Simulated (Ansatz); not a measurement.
The system is WS2.

```
CELL_PARAMETERS angstrom
1.57900 0.91164 6.16333
-1.57900 0.91164 6.16333
0.00000 -1.82327 6.16333
ATOMIC_POSITIONS crystal
W 0.00000 0.00000 0.00000
S 0.58100 0.58100 0.58100
S 0.75030 0.75030 0.75030
```

Measurements of this composition are mostly on another form, of space group No. 194.

Base run:

* Program: Ansatz 0.2.0
* Functional: PBEsol
* Potentials or basis: all-electron LAPW, scalar-relativistic
* Cutoff: 265 eV (chosen from the basis error)
* Basis error allowed: 0.002 eV/atom
* k mesh: 8 × 8 × 8
* Occupations: fermi-dirac, width 0.05 eV
* Spin: no spin polarisation

Its results: band gap on the k mesh 1.13 eV, indirect (least direct gap 2.29 eV); pressure -0.6 GPa; largest force 0.599 eV/Å.

The run is repeated on the same cell with these changes: potentials or basis from all-electron LAPW, scalar-relativistic to all-electron LAPW, relativistic spinors; spin from no spin polarisation to spin-orbit coupling, no magnetisation. What comes out?

Band gap on the k mesh 1.00 eV, indirect (least direct gap 2.04 eV); pressure -0.6 GPa; largest force 0.597 eV/Å.

Spin-orbit coupling splits the band edges, which narrows the gap.

Caveats: spin-orbit coupling is left out, which moves the levels of the heavy elements (some runs).

A k mesh can miss the band edges.
